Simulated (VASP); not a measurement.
Crystal: MnAs.

```xyz
2
Lattice="0.0000 2.8312 2.8312 2.8312 0.0000 2.8312 2.8312 2.8312 0.0000" Properties=species:S:1:pos:R:3 pbc="T T T"
Mn    5.6624    5.6624    5.6624
As    1.4156    1.4156    1.4156
```

The cell was built by a generator and needn't be a form met in nature.

Base run:

* Program: VASP 6.6.1
* Functional: PBE
* Potentials or basis: VASP PAW PBE potentials, release 64 (Mn_pv, As)
* Cutoff: 520 eV
* k mesh: 12 × 12 × 12
* Occupations: gaussian, width 0.03 eV
* Spin: collinear spin, ferromagnetic start
* Starting moments: [4.0, 0.0] μB

Its results: pressure 0.1 GPa; net moment 3.71 μB per cell; site moments Mn +3.65; As -0.16 μB.

Q: The run is repeated on the same cell with these changes: functional from PBE to r2SCAN. What comes out?

A: Pressure 2.2 GPa; net moment 4.00 μB per cell; site moments Mn +4.02; As -0.23 μB.

Caveats: a cell with one magnetic atom can't hold antiferromagnetic order, which such compounds often take; the PAW data sets were made with another functional, which shifts forces and pressure a little (some runs).
